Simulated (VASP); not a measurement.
# Mo (Im-3m) in VASP: notebook, part 3 of 3

VASP 6.6.1.

### 5 Relaxation of the atoms, PBE+D3(BJ) (a relaxed cell with its volume scaled by 1.04)

INCAR reads:

```
  PREC = Accurate
  ENCUT = 600
  EDIFF = 1E-7
  ISMEAR = 1
  SIGMA = 0.1
  LREAL = F
  LASPH = T
  NELM = 80
  ALGO = Fast
  ISIF = 2
  LWAVE = F
  LCHARG = F
  GGA = PE
  IVDW = 12
  IBRION = 2
  NSW = 40
  EDIFFG = -0.01
```

KPOINTS reads:

```
regular mesh
0
Gamma
  16 16 16
```

POSCAR reads:

```
Mo                                      
1.0
   -1.5863590171      1.5863590171      1.5863590171
    1.5863590171     -1.5863590171      1.5863590171
    1.5863590171      1.5863590171     -1.5863590171
  Mo            
     1
Direct
     0.0000000000000000    0.0000000000000000    0.0000000000000000
```

Potentials or basis: VASP PAW PBE potentials, release 64 (Mo_sv).

On the command line:

```sh
$ cat potpaw_PBE.64/Mo_sv/POTCAR > POTCAR
$ mpirun -np 1 vasp_std > vasp.out
```

OUTCAR:

```text
PREC = Accurate
   ENCUT = 600
   EDIFF = 1E-7
   ISMEAR = 1
   LREAL = F
   LASPH = T
   NELM = 80
   ISIF = 2
   GGA = PE
   IVDW = 12
   IBRION = 2
   NSW = 40
   EDIFFG = -0.01
 IVDW          = 12

 ion  position               nearest neighbor table
   1  0.000  0.000  0.000-

  LATTYP: Found a body centered cubic cell.
 ALAT       =     3.1727180342

  Lattice vectors:

 A1 = (  -1.5863590171,   1.5863590171,   1.5863590171)
 A2 = (   1.5863590171,  -1.5863590171,   1.5863590171)
 A3 = (   1.5863590171,   1.5863590171,  -1.5863590171)

Analysis of symmetry for initial positions (statically):
=====================================================================
 Subroutine PRICEL returns:
 Original cell was already a primitive cell.

 Routine SETGRP: Setting up the symmetry group for a
 body centered cubic supercell.

 Subroutine GETGRP returns: Found 48 space group operations
 (whereof 48 operations were pure point group operations)
 out of a pool of 48 trial point group operations.

The static configuration has the point symmetry O_h .

Analysis of symmetry for dynamics (positions and initial velocities):
=====================================================================
 Subroutine PRICEL returns:
 Original cell was already a primitive cell.

 Routine SETGRP: Setting up the symmetry group for a
 body centered cubic supercell.

 Subroutine GETGRP returns: Found 48 space group operations
 (whereof 48 operations were pure point group operations)
 out of a pool of 48 trial point group operations.

The dynamic configuration has the point symmetry O_h .

 Subroutine INISYM returns: Found 48 space group operations
 (whereof 48 operations are pure point group operations),
 and found     1 'primitive' translations

----------------------------------------------------------------------------------------
[... 118 lines left out ...]
   AEXX    =    0.0000 exact exchange contribution
   IVDW    =    12    specifies the selected vdW correction
   LEPSILON=     F    determine dielectric tensor
   LRPA    =     F    only Hartree local field effects (RPA)
 conjugate gradient relaxation of ions
 non-spin polarized calculation
 RMM-DIIS sequential band-by-band and
 Methfessel and Paxton  Order N= 1 SIGMA  =   0.10
  energy-cutoff  :      600.00
  volume of cell :       15.97
 maximum number of plane-waves:       555
 NGX is ok and might be reduce to    24
   NGX = 11   NGY = 11   NGZ = 11

 number of electron      14.0000002 magnetization

 Free energy of the ion-electron system (eV)
  ---------------------------------------------------
  ext. energy  EPLUGINS =         0.00000000
  ---------------------------------------------------
  free energy    TOTEN  =       -10.93909926 eV

  energy without entropy =      -10.93972810  energy(sigma->0) =      -10.93930888

 E-fermi :  12.2523     XC(G=0): -13.2691

 val. band max:       12.2442569002   @ k =  -0.1875   0.1875   0.0625
 cond. band min:      12.2900923492   @ k =   0.4375   0.1250   0.0000
 fundamental gap:      0.0458354490
 Fermi energy:        12.2522920096

 k-point     1 :       0.0000    0.0000    0.0000
  band No.  band energies     occupation
      1     -49.0176      2.00000
      2     -22.3325      2.00000
      3     -22.3325      2.00000
      4     -22.3325      2.00000
      5       5.0892      2.00000
      6      10.9343      2.00000
      7      10.9343      2.00000
      8      10.9343      2.00000
      9      13.8808     -0.00000
     10      13.8808     -0.00000
     11      27.0517      0.00000
[... 309 lines left out ...]
 k-point    24 :       0.2500    0.1875    0.0000
  band No.  band energies     occupation
      1     -48.8032      2.00000
      2     -23.3591      2.00000
      3     -22.7574      2.00000
      4     -22.4455      2.00000
      5       8.1590      2.00000
      6       9.4210      2.00000
      7      10.4685      2.00000
      8      13.3259     -0.00000
      9      14.6057      0.00000
     10      16.7481      0.00000
     11      25.2768      0.00000

 [... further k-points ...]

------------------------ aborting loop because EDIFF is reached ----------------------------------------

 Edisp (eV)   -0.69806

 E8    (eV) :    -0.3288

  FORCE on cell =-STRESS in cart. coord.  units (eV):
  Direction    XX          YY          ZZ          XY          YZ          ZX
  --------------------------------------------------------------------------------------
  -------------------------------------------------------------------------------------
  Total      -0.99887    -0.99887    -0.99887    -0.00000     0.00000     0.00000
  in kB    -100.22039  -100.22039  -100.22039    -0.00000     0.00000     0.00000
  external pressure =     -100.22 kB  Pullay stress =        0.00 kB

 VOLUME and BASIS-vectors are now :
 -----------------------------------------------------------------------------
  energy-cutoff  :      600.00
  volume of cell :       15.97
      direct lattice vectors                 reciprocal lattice vectors
    -1.586359017  1.586359017  1.586359017     0.000000000  0.315187164  0.315187164
     1.586359017 -1.586359017  1.586359017     0.315187164  0.000000000  0.315187164
     1.586359017  1.586359017 -1.586359017     0.315187164  0.315187164  0.000000000

 POSITION                                       TOTAL-FORCE (eV/Angst)
 -----------------------------------------------------------------------------------
      0.00000      0.00000      0.00000         0.000000     -0.000000     -0.000000
 -----------------------------------------------------------------------------------
    total drift:                                0.000000      0.000000      0.000000

  FREE ENERGIE OF THE ION-ELECTRON SYSTEM (eV)
  ---------------------------------------------------
  free  energy   TOTEN  =       -11.6371629045 eV

  energy  without entropy=      -11.6377917422  energy(sigma->0) =      -11.63737252

 reached required accuracy - stopping structural energy minimisation
```

It took 20 s on 1 thread of Intel Xeon Platinum 8488C (Sapphire Rapids), shared host; peak memory 0.17 GiB.

Results:

```yaml
Free_energy: -11.6372 eV
Pressure_after_relaxing: -10.0 GPa
Band_gap_on_the_k_mesh: none (metal or under the smearing width)
Dispersion_energy_per_atom: -0.698 eV
```

Final structure:
```
Mo
1.0
    -1.58636    1.58636    1.58636
     1.58636   -1.58636    1.58636
     1.58636    1.58636   -1.58636
Mo
1
Direct
  0.00000 0.00000 0.00000
```

Caveat: the relaxation stopped at its first step, so nothing moved; pairwise dispersion overbinds metals, which lowers pressure and volume.

### 6 Relaxation of the atoms, PBE+D3(BJ) (a relaxed cell with its volume scaled by 1.06)

INCAR is that of step 5.

KPOINTS is that of step 5.

POSCAR reads:

```
Mo                                      
1.0
   -1.5964634871      1.5964634871      1.5964634871
    1.5964634871     -1.5964634871      1.5964634871
    1.5964634871      1.5964634871     -1.5964634871
  Mo            
     1
Direct
     0.0000000000000000    0.0000000000000000    0.0000000000000000
```

Potentials or basis: VASP PAW PBE potentials, release 64 (Mo_sv).

On the command line:

```sh
$ cat potpaw_PBE.64/Mo_sv/POTCAR > POTCAR
$ mpirun -np 1 vasp_std > vasp.out
```

OUTCAR:

```text
PREC = Accurate
   ENCUT = 600
   EDIFF = 1E-7
   ISMEAR = 1
   LREAL = F
   LASPH = T
   NELM = 80
   ISIF = 2
   GGA = PE
   IVDW = 12
   IBRION = 2
   NSW = 40
   EDIFFG = -0.01
 IVDW          = 12

 ion  position               nearest neighbor table
   1  0.000  0.000  0.000-

  LATTYP: Found a body centered cubic cell.
 ALAT       =     3.1929269742

  Lattice vectors:

 A1 = (  -1.5964634871,   1.5964634871,   1.5964634871)
[... 521 lines left out ...]

 [... further k-points ...]

------------------------ aborting loop because EDIFF is reached ----------------------------------------

 Edisp (eV)   -0.68428

 E8    (eV) :    -0.3222

  FORCE on cell =-STRESS in cart. coord.  units (eV):
  Direction    XX          YY          ZZ          XY          YZ          ZX
  --------------------------------------------------------------------------------------
  -------------------------------------------------------------------------------------
  Total      -1.45446    -1.45446    -1.45446     0.00000    -0.00000     0.00000
  in kB    -143.17811  -143.17811  -143.17811     0.00000    -0.00000     0.00000
  external pressure =     -143.18 kB  Pullay stress =        0.00 kB

 VOLUME and BASIS-vectors are now :
 -----------------------------------------------------------------------------
  energy-cutoff  :      600.00
  volume of cell :       16.28
      direct lattice vectors                 reciprocal lattice vectors
    -1.596463487  1.596463487  1.596463487     0.000000000  0.313192255  0.313192255
     1.596463487 -1.596463487  1.596463487     0.313192255  0.000000000  0.313192255
     1.596463487  1.596463487 -1.596463487     0.313192255  0.313192255  0.000000000

 POSITION                                       TOTAL-FORCE (eV/Angst)
 -----------------------------------------------------------------------------------
      0.00000      0.00000      0.00000        -0.000000     -0.000000      0.000000
 -----------------------------------------------------------------------------------
    total drift:                                0.000000      0.000000     -0.000000

  FREE ENERGIE OF THE ION-ELECTRON SYSTEM (eV)
  ---------------------------------------------------
  free  energy   TOTEN  =       -11.6140645332 eV

  energy  without entropy=      -11.6146605938  energy(sigma->0) =      -11.61426322

 reached required accuracy - stopping structural energy minimisation
```

It took 30 s on 1 thread of Intel Xeon Platinum 8488C (Sapphire Rapids), shared host; peak memory 0.17 GiB.

What came out:

```
Free energy                : -11.6141 eV
Pressure after relaxing    : -14.3 GPa
Band gap on the k mesh     : none (metal or under the smearing width)
Dispersion energy per atom : -0.684 eV
```

Final structure:
```xyz
1
Lattice="-1.5965 1.5965 1.5965 1.5965 -1.5965 1.5965 1.5965 1.5965 -1.5965" Properties=species:S:1:pos:R:3 pbc="T T T"
Mo    0.0000    0.0000    0.0000
```

Caveat: the relaxation stopped at its first step, so nothing moved; pairwise dispersion overbinds metals, which lowers pressure and volume.

### 7 Overview

| cell | gap on the mesh (eV) | pressure (GPa) |
| --- | --- | --- |
| atoms relaxed from: a relaxed cell with its volume scaled by 0.98 | none | 5.9 |
| atoms relaxed | none | 0.0 |
| atoms relaxed from: a relaxed cell with its volume scaled by 1.02 | none | -5.3 |
| atoms relaxed from: a relaxed cell with its volume scaled by 1.04 | none | -10.0 |
| atoms relaxed from: a relaxed cell with its volume scaled by 1.06 | none | -14.3 |

Alike in all rows: task relaxation of the atoms; level PBE+D3(BJ); potentials or basis VASP PAW PBE potentials, release 64 (Mo_sv); no spin polarisation; k mesh 16 × 16 × 16; cutoff (eV) 600; smearing methfessel-paxton 0.1 eV.

Caveats: the relaxation stopped at its first step, so nothing moved; pairwise dispersion overbinds metals, which lowers pressure and volume.

Absolute energies hang on the potentials; compare differences alone.
